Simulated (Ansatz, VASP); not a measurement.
## One calculation of Li2H, two programs

File INCAR:

```
SYSTEM = Li2H
ALGO = Normal ; EDIFF = 1E-6
ENCUT = 520 ; GGA = PE
ISIF = 2 ; ISMEAR = 0
LASPH = .True. ; LCHARG = .False.
LREAL = .False. ; LWAVE = .False.
NBANDS = 10 ; NELM = 80
PREC = Accurate ; SIGMA = 0.1
```

Contents of KPOINTS:

```
k-points
0
Gamma
  6 6 6
  0 0 0
```

File POSCAR:

```
Li2H
1.0
    3.4273186800      0.0000000000      0.0000000000
   -1.7136593400      2.9681450500      0.0000000000
    0.0000000000      0.0000000000      2.9294697700
Li H
2 1
Direct
    0.3333333300      0.6666666700      0.2689920800
    0.6666666700      0.3333333300      0.7310079200
    0.0000000000      0.0000000000      0.5000000000
```

Input for Ansatz:

```yaml
crystal:
  lattice:
    - [3.42731868, 0.0, 0.0]
    - [-1.71365934, 2.96814505, 0.0]
    - [0.0, 0.0, 2.92946977]
  atoms:
    - { symbol: Li, position: [0.33333333, 0.66666667, 0.26899208] }
    - { symbol: Li, position: [0.66666667, 0.33333333, 0.73100792] }
    - { symbol: H, position: [0.0, 0.0, 0.5] }
basis:
  ecutwfc: 420
kpoints:
  mp_grid: { grid: [6, 6, 6] }
hamiltonian:
  xc: pbe
scf:
  occupations: { method: gaussian, width: 0.1 }
  lower_state_search: "off"
output:
  forces: true
  stress: true
  eigenvalues: true
```

Alike in both runs: task single point; functional PBE; k mesh 6 × 6 × 6; occupations gaussian, width 0.1 eV; no spin polarisation.

|  | VASP | Ansatz |
| --- | --- | --- |
| version | VASP 6.6.1 | Ansatz 0.2.0 |
| potentials or method | VASP PAW PBE potentials, release 64 (Li_sv, H) | scalar-relativistic, plane waves, PAW |
| plane-wave cutoff (eV) | 520 | 420 |
| valence electrons in the cell | 7 | 7 |

```csv
,VASP,Ansatz,Ansatz less VASP
gap on the k mesh at the Fermi level (eV),none,none,-
rms of the force components (eV/Å),0.034,0.034,+0.0002
```

Atom by atom the forces differ by 0.000 eV/Å (rms over components). A gap of «none» marks a metal or a gap that the smearing closes. The functional is the same, so the differences come from potentials, cutoffs and numerics.
